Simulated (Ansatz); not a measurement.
# AlN: a line through an energy map

An exercise on one series of results from a longer session: the logs are not shown, and one member is left open.

Method: DFT PBE, scalar-relativistic, plane waves, PAW, in Ansatz 0.2.0.

15 further runs of the same task are left out: 15 set aside as unsound or not needed.

## The system as given

It takes space group P6_3/mmc (No. 194, hexagonal). The conventional cell has a = 3.313 Å, b = 3.313 Å, c = 4.188 Å, α = 90.00°, β = 90.00°, γ = 120.00°. Around Al (site symmetry -6m2) lie 5 N at 1.91 to 2.09 Å. N (site symmetry -6m2) is surrounded by 5 Al at 1.91 to 2.09 Å.

As a file:

```cif
data_structure
_symmetry_space_group_name_H-M 'P 1'
_symmetry_Int_Tables_number 1
_cell_length_a 3.3135
_cell_length_b 3.3135
_cell_length_c 4.1876
_cell_angle_alpha 90.000
_cell_angle_beta 90.000
_cell_angle_gamma 120.000
_cell_volume 39.82
loop_
_atom_site_label
_atom_site_type_symbol
_atom_site_fract_x
_atom_site_fract_y
_atom_site_fract_z
_atom_site_occupancy
Al1 Al 0.33333 0.66667 0.75000 1
Al2 Al 0.66667 0.33333 0.25000 1
N1 N 0.33333 0.66667 0.25000 1
N2 N 0.66667 0.33333 0.75000 1
```

It goes back to an entry of the Materials Project, which need not be the stable form.

## The scan

The energy is mapped over volume and the cell's shape.

First coordinate, volume per atom: 7 values from 8.76 to 11.15 Å³. Second coordinate, c/a of the conventional cell: 7 values from 1.166 to 1.369.

Nothing else is relaxed (symmetry fixes all fractional coordinates). Energies count from the relaxed crystal. Points are written as (first, second).

The first run:

input.yaml reads:

```yaml
crystal:
  lattice:
    - [3.1471655678, 0.0, 0.0]
    - [-1.5735827839, 2.7255253316, 0.0]
    - [0.0, 0.0, 4.085020907]
  atoms:
    - { symbol: Al, position: [0.3333333333, 0.6666666667, 0.75] }
    - { symbol: Al, position: [0.6666666667, 0.3333333333, 0.25] }
    - { symbol: "N", position: [0.3333333333, 0.6666666667, 0.25] }
    - { symbol: "N", position: [0.6666666667, 0.3333333333, 0.75] }
basis:
  ecutwfc: 520.0
kpoints:
  mp_grid: { grid: [9, 9, 6] }
hamiltonian:
  xc: pbe
  pseudopotentials: { kind: paw, azcp: { folder: soft_1 } }
scf:
  occupations: { method: gaussian, width: 0.05 }
output:
  forces: true
  stress: true
  eigenvalues: true
  write_density: true
  write_potential: true
  elf: true
  volumetric_format: npy
```

The run is started by

```sh
ansatz run input.yaml --threads 1 --pin off --max-ram 2048MiB --backend cpu --events-out ev --progress --plain --runs-dir out
```

Steps of the session up to this table: Point (8.76 Å³, 1.298); The run at (9.56 Å³, 1.298); The run at (9.95 Å³, 1.298); Point (10.35 Å³, 1.298); Grid point (10.75 Å³, 1.298); The run at (11.15 Å³, 1.298).

One of the session's tables, all rows but one given; the rest of the session is left out.

```
volume per atom (Å³)  energy (meV/atom)  slope (meV/atom per Å³)  pressure (GPa)  band gap on the k-mesh (eV)
                8.76                125                     −220            35.3                         4.17
                9.16                 55                     −134            21.5                         3.83
                9.56                 16                      −64            10.2                         3.50
                9.95                  ?                        ?               ?                            ?
               10.35                 10                       41            −6.6                         2.88
               10.75                 34                       80           −12.9                         2.59
               11.15                 73                      112           −18.0                         2.31
```

**Question.** Estimate the row for volume per atom (Å³) = 9.95.

Worked estimate for «energy (meV/atom)». A straight line through the neighbours (9.56, 16) and (10.35, 10) gives 16 + (10 − 16) × (9.95 − 9.56) / (10.35 − 9.56) = 13.0; a parabola fitted to 4 rows on both sides gives 2.7.

**Answer.** energy (meV/atom): 2.7; slope (meV/atom per Å³): −6; pressure (GPa): 1.0; band gap on the k-mesh (eV): 3.18. In «energy (meV/atom)» the line misses by +10.3 and the parabola by 0.0.

Energies count from the relaxed crystal. Rows without a step come from runs not printed here or follow by symmetry.

In words: Along the line the energy is lowest at 9.95 Å³, 2.7 meV/atom from the zero. V·d²E/dV² there is about 210 GPa, a bulk modulus under this line's constraint. The well is lopsided: two grid steps out, the energy rises by 53 meV/atom towards smaller values and 32 meV/atom towards larger ones. The highest point computed, at 8.76 Å³, lies 122 meV/atom above the lowest.
